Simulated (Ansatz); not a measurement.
# TePb (Fm-3m) in Ansatz: notebook

The runs below take TePb through elastic constants, band structure, single point, equation of state, with PBEsol, revPBE, BLYP.

All numbers are computed with Ansatz 0.2.0; they aren't measurements. Logs are shortened: lines on timing, memory, paths and dates and some standing lists are left out, and cuts for length are marked.

**Measured values to compare with.**

A printed reference work, monograph reports, for a bulk crystal of TePb at 4.2 K: band gap 0.19 eV (direct).

The results are compared with them further down.

## (1) The crystal as given

It takes space group Fm-3m (No. 225, cubic). Conventional cell: a = 6.462 Å, b = 6.462 Å, c = 6.462 Å, α = 90.00°, β = 90.00°, γ = 90.00°. Pb (site symmetry m-3m) has 6 Te at 3.23 Å as nearest neighbours. Around Te (site symmetry m-3m) lie 6 Pb at 3.23 Å.

## (2) Elastic constants, PBEsol

Contents of input.yaml:

```yaml
crystal:
  lattice:
    - [0.0, 3.231, 3.231]
    - [3.231, 0.0, 3.231]
    - [3.231, 3.231, 0.0]
  atoms:
    - { symbol: Pb, position: [0.0, 0.0, 0.0] }
    - { symbol: Te, position: [0.5, 0.5, 0.5] }
hamiltonian:
  xc: pbesol
  pseudopotentials: { kind: paw }
kpoints:
  mp_grid: { grid: [6, 6, 6] }
scf:
  occupations: { method: fixed }
output:
  forces: true
  stress: true
elastic:
  mode: relaxed_ion
  stencil: two_point
```

Potentials or basis: Ansatz PAW.

Launch:

```console
$ ansatz run input.yaml --threads 2 --pin off --max-ram 5120MiB --backend cpu --events-out ev --progress --plain --runs-dir out
```

What it wrote:

```text
Warning: RAYON_NUM_THREADS=2 ignored (pool sized by the plan → 2); use --threads N
Engine: ansatz 0.2.0, aarch64-unknown-linux-gnu
Pseudopotentials: kind: paw
Pseudopotential: Pb, paw, valence charge 14, recommended cutoff 420 eV (normal), Pb.paw.azcp
Pseudopotential: Te, paw, valence charge 16, recommended cutoff 420 eV (normal), Te.paw.azcp
Functional definition: PBEsol
  exchange = pbesol_x
  correlation = pbesol_c
Crystal: 2 atoms, lattice volume = 67.459 Å³
Basis set: ecut = 420 eV, 1363 PW (Γ), exchange–correlation on 64×64×64 points (8 copies of the dense FFT grid, shifted against one another)
Bands: 19, of which v1, the nominal top of the filled ones, is band 15 counted from 1 (14 counted from 0)
Symmetry: 48 space group operations
Space group: Fm-3m (ITA 225), of the structure as read, at distance tolerance 4.1e-5 Å
k-points: 16 of 216
Non-local potential: Pb, projectors of the file, l = 0: 2, l = 1: 2, l = 2: 2, l = 3: 2
Non-local potential: Te, projectors of the file, l = 0: 2, l = 1: 2, l = 2: 2, l = 3: 2
PAW form: soft (Blöchl's): semilocal exchange-correlation on the pseudo side does not see the compensation charge
PAW frozen core: Pb, regenerated for the run's functional, and the local potential with it (the file was generated under x = pbe(κ = 0.804, μ = 0.2195149727645171), c = pbe(β = 0.06672455060314922))
PAW frozen core: Te, regenerated for the run's functional, and the local potential with it (the file was generated under x = pbe(κ = 0.804, μ = 0.2195149727645171), c = pbe(β = 0.06672455060314922))
PAW one-centre angular grid: Pb, 590 points (default); XC on 64 Gauss nodes
PAW one-centre angular grid: Te, 590 points (default); XC on 64 Gauss nodes
Initial density: superposition of atomic densities (neutral atoms: chi_scale 0, normalization atom), corrected by the library's trained network
Initial wavefunctions: pseudopotential atomic-orbital guess
Functional: x = pbesol(κ = 0.804, μ = 0.12345679012345678), c = pbesol(β = 0.046)
SCF iter   1: F=—  HF=-18657.193695 eV  |F-HF|=—  |Δ(HF+E_count)|=         —  Δρ=2.10e-3  dr2=4.94e-3  ethr=1.77e-3  ⟨swp⟩=4.9  Hψ=1277  notcnv=0  defer=25
preconditioner: auto → none  [insulator: Δε(μ)=0.648 eV  Ē_g=14.647 eV  n_scr=14 (ndim 8)  ℏωp=20.2 eV  f_vac=0.014  ε∞_Penn≈2.9]
SCF iter   2: F=—  HF=-18657.190141 eV  |F-HF|=—  |Δ(HF+E_count)|=   3.55e-3  Δρ=8.61e-4  dr2=5.03e-4  ethr=1.65e-5  ⟨swp⟩=3.2  Hψ=674  notcnv=0  defer=26
SCF iter   3: F=—  HF=-18657.190066 eV  |F-HF|=—  |Δ(HF+E_count)|=   7.48e-5  Δρ=3.10e-4  dr2=5.63e-5  ethr=1.68e-6  ⟨swp⟩=2.3  Hψ=509  notcnv=0  defer=26
SCF iter   4: F=—  HF=-18657.190082 eV  |F-HF|=—  |Δ(HF+E_count)|=   1.61e-5  Δρ=1.29e-4  dr2=7.83e-6  ethr=1.88e-7  ⟨swp⟩=1.9  Hψ=339  notcnv=0  defer=22
SCF iter   5: F=—  HF=-18657.190084 eV  |F-HF|=—  |Δ(HF+E_count)|=   1.58e-6  Δρ=1.45e-5  dr2=1.05e-7  ethr=2.61e-8  ⟨swp⟩=2.0  Hψ=352  notcnv=0  defer=6
SCF iter   6: F=—  HF=-18657.190084 eV  |F-HF|=—  |Δ(HF+E_count)|=   2.39e-7  Δρ=1.46e-6  dr2=9.82e-10  ethr=3.52e-10  ⟨swp⟩=2.4  Hψ=497  notcnv=0  defer=4
[... 49 lines left out ...]
SCF 5 converged in 5 iterations: F = -18657.190070 eV  dr2 = 3.19e-14
SCF converged after 9 iterations
Free energy (F): -18657.190084 eV
Harris-Foulkes:  -18657.190084 eV  (|F-HF|=3.64e-12)
Internal energy: -18657.190084 eV  (E = F + TS)
E sigma→0 (E₀):  -18657.190084 eV
Fermi energy:    8.534404 eV
--- Per-component energies (eV) ---
  E_band       = -320.191898
  E_kinetic    = 468.597719
  E_local      = -2389.126774  (includes V_loc(G=0)·N_el)
  E_nonlocal   = 44.281473
  E_hartree    = 1253.316744
  E_xc         = -342.743857
  E_vxc        = -237.254307  (∫ρ·V_xc dr)
  E_paw        = -14839.033009  (= ΣΔE_a)
  E_vpaw       = -713.323351  (= ΣTr[D̂ρ^β])
  E_aug_tail   = -0.000149  (compensation charges beyond the density's cutoff)
  E_ewald      = -2852.919164
  E_core_change = 0.436932  (= ΣΔE_core)
  E_smearing   = -0.000000  (= −TS)
  E_closure    = 0.000000  (closes the sum)
  Σ components = -18657.190084   (vs F -18657.190084, Δ=0.00e0)
--- Forces (eV/Å), atoms counted from 1 ---
  atom   1  Pb    -0.00000000    -0.00000000     0.00000000
  atom   2  Te     0.00000000    -0.00000000    -0.00000000
  max |Σ_I F_I| component: 1.12e-29 eV/Å
--- Stress (GPa, compression-positive) ---
       -0.382901      -0.000000       0.000000
       -0.000000      -0.382901       0.000000
        0.000000      -0.000000      -0.382901
  P = ⅓ Tr σ = -0.3829 GPa (-3.829 kbar)
--- Band table (eV; the first three rows and the last of 16) ---
  k-point 0: bands = ["-27.5714", "-27.5714", "-27.5655", "-27.5655", "-27.5655", "-8.1117", "-8.1117", "-8.1011", "-8.1011", "-8.1011", "-3.5037", "2.9205", "7.1975", "7.1975", "7.1975", "12.5907", "12.5907", "12.5907", "14.3136"]
  k-point 1: bands = ["-27.5713", "-27.5713", "-27.5654", "-27.5654", "-27.5654", "-8.1152", "-8.1152", "-8.1005", "-8.0972", "-8.0972", "-3.2673", "2.1952", "7.2688", "7.2688", "7.5809", "11.3903", "11.6563", "11.6563", "14.1275"]
  k-point 2: bands = ["-27.5712", "-27.5712", "-27.5653", "-27.5651", "-27.5651", "-8.1235", "-8.1235", "-8.0994", "-8.0883", "-8.0883", "-2.6224", "0.8019", "7.4831", "7.4831", "8.1474", "9.9410", "10.3653", "10.3653", "15.0633"]
  k-point 15: bands = ["-27.5715", "-27.5710", "-27.5654", "-27.5649", "-27.5646", "-8.1632", "-8.1097", "-8.1026", "-8.0844", "-8.0748", "-1.7070", "0.7075", "4.3500", "5.1782", "7.2802", "11.3119", "12.8008", "14.4901", "14.5518"]
--- Elastic constants: 2 strain directions × 2 members + reference (group order 48) ---
  dense FFT box of the reference and of every strained cell: 32×32×32
  strains applied: 11, 23; error gains: componentwise 1.00 (the most a stress slope's error grows in a printed constant), spectral 1.73 (1 for all six strains in a standard setting)
  C = ∂σ_k/∂η_j (tension-positive GPa; Voigt order 11 22 33 23 13 12):
       120.518      4.781      4.781     -0.000      0.000      0.000
         4.781    120.518      4.781      0.000     -0.000      0.000
         4.781      4.781    120.518      0.000      0.000      0.000
        -0.000      0.000      0.000     14.742     -0.000      0.000
        -0.000      0.000      0.000     -0.000     14.742      0.000
         0.000      0.000     -0.000      0.000     -0.000     14.742
  reference stress σ⁰ (GPa):      0.383      0.383      0.383     -0.000     -0.000      0.000
  C* (energy form; C + prestress term) asymmetry max|C*_kj − C*_jk| = 1.776e-15 GPa — a small one proves nothing (zero by symmetry where the batch's group is 432, −43m or m−3m); a large one is finite-difference/SCF noise where every solve meets its electron count
  moduli (Voigt/Reuss/Hill, GPa): K = 43.36/43.36/43.36   G = 31.99/21.00/26.50   E = 66.04   ν = 0.246
  mechanically stable: yes (min eigenvalue of sym C = 14.74 GPa)
  strain η (Voigt 11):  stress-route row diagonal C_11 = 120.52 GPa, energy-path curvature d²(F+E_count+ΔE)/dδ²/Ω₀ = 120.59 GPa
         δ    σ_11 (GPa)             F (eV)   n_scf  n_hpsi   n_pw
    -2.000e-3       0.1387      -18657.1903027       8   10746   1363   relax 0 steps, max|allowed force component| 5.92e-30 eV/Å
     2.000e-3       0.6207      -18657.1896624       6    9615   1363   relax 0 steps, max|allowed force component| 3.04e-29 eV/Å
  strain η (Voigt 23):  stress-route row diagonal C_44 = 14.74 GPa, energy-path curvature d²(F+E_count+ΔE)/dδ²/Ω₀ = 14.62 GPa
         δ    σ_23 (GPa)             F (eV)   n_scf  n_hpsi   n_pw
    -2.000e-3      -0.0295      -18657.1900701       7   14687   1363   relax 0 steps, max|allowed force component| 1.40e-29 eV/Å
     2.000e-3       0.0295      -18657.1900701       5   11043   1363   relax 0 steps, max|allowed force component| 5.21e-29 eV/Å
```

elastic.tsv:

```text
# convention: tension-positive GPa; Voigt order 11 22 33 23 13 12; engineering shear strains; stresses and constants hold the Pulay correction, whose part of sigma0, of c and of each member's stress the lines and columns named pulay_correction_..._gpa give (of c_energy it is that of c and, on the columns of strains 1 to 3, that of sigma0; of a layer's constants it is that of c in the plane, times a tenth of its plane spacing in ang); where a line pulay_correction_withheld stands none holds it
[... 15 lines left out ...]
6	2.7865603592e-37	1.9446902135e-62	-7.8886090522e-31	3.1554436209e-30	-2.0173380061e-47	1.4741713995e1	2.3161111831e-16	2.3161111831e-16	2.3161111831e-16	3.1554436209e-30	-2.0173380061e-47	1.4741713995e1	-3.7443377885e-35	1.3374598691e-34	-2.8888949166e-34	2.4074124305e-35	-2.4074124305e-35	-1.5938656975e-3
```

elastic_members.tsv:

```text
# convention: tension-positive GPa; Voigt order 11 22 33 23 13 12; engineering shear strains; stresses and constants hold the Pulay correction, whose part of sigma0, of c and of each member's stress the lines and columns named pulay_correction_..._gpa give (of c_energy it is that of c and, on the columns of strains 1 to 3, that of sigma0; of a layer's constants it is that of c in the plane, times a tenth of its plane spacing in ang); where a line pulay_correction_withheld stands none holds it
[... 10 lines left out ...]
3	2.0000000000e-3	3.8295099871e-1	3.8286983797e-1	3.8286983797e-1	2.9483410829e-2	8.3380002590e-16	5.3849585006e-16	-1.8657190070e4	-1.8657190070e4	5	11043	1363	0	5.2064819745e-29	0.0000000000e0	-2.1828047739e-2	-2.1828351893e-2	-2.1828351893e-2	-3.1876040778e-6	5.3011577981e-21	-1.0602315596e-21	1.2729144296e-6	0.0000000000e0
```

It took 5.3 s on 2 threads of Arm Neoverse V2, shared host; peak memory 0.38 GiB.

Results:

| Property | Result |
| --- | --- |
| Free energy | -18657.1901 eV |
| Pressure | -0.4 GPa |
| Band gap on the k mesh | 0.66 eV, direct |
| Elastic constants C11, C12, C44 | 121, 5, 15 GPa |
| Voigt bulk modulus | 43 GPa |

Elastic tensor in Voigt notation (GPa, in the Cartesian axes of the cell as first typed):
```
121   5   5   0   0   0
  5 121   5   0   0   0
  5   5 121   0   0   0
  0   0   0  15   0   0
  0   0   0   0  15   0
  0   0   0   0   0  15
```

Caveat: spin-orbit coupling is left out, which as a rule narrows the gap of such compounds by several tenths of an eV; the PAW data sets come from PBE, with cores solved anew for the run's functional, which leaves a small shift of forces and pressure.

(Continued in part 2 of 2.)
